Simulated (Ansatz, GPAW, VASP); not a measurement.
**One calculation of SnTe, 3 ways**

```
CELL_PARAMETERS angstrom
0.00000 3.15085 3.15085
3.15085 0.00000 3.15085
3.15085 3.15085 0.00000
ATOMIC_POSITIONS crystal
Te 0.50000 0.50000 0.50000
Sn 0.00000 0.00000 0.00000
```

Alike in all runs: task single point; functional PBE; k mesh 7 × 7 × 7; occupations gaussian, width 0.021 eV; no spin polarisation; no spin-orbit coupling. Pressure is positive in compression and, in plane waves, holds the error of the finite cutoff.

| program and potentials | plane-wave cutoff (eV) | notes | pressure (GPa) |
| --- | --- | --- | --- |
| GPAW, GPAW PAW data sets (gpaw-data 1.2.1) | 600 | - | 1.95 |
| Ansatz, all-electron LAPW, scalar-relativistic | - | - | 2.23 |
| VASP, PBE PAW files Sn_d, Te, 520 eV | 520 | - | 2.17 |

The pressure spans 1.95 (GPAW, GPAW PAW data sets (gpaw-data 1.2.1)) to 2.23 GPa (Ansatz, all-electron LAPW, scalar-relativistic), with all-electron results at 2.23.

The functional is the same throughout but for its coding, so the spread measures potentials, basis and numerics; runs on potential files found faulty are left out.
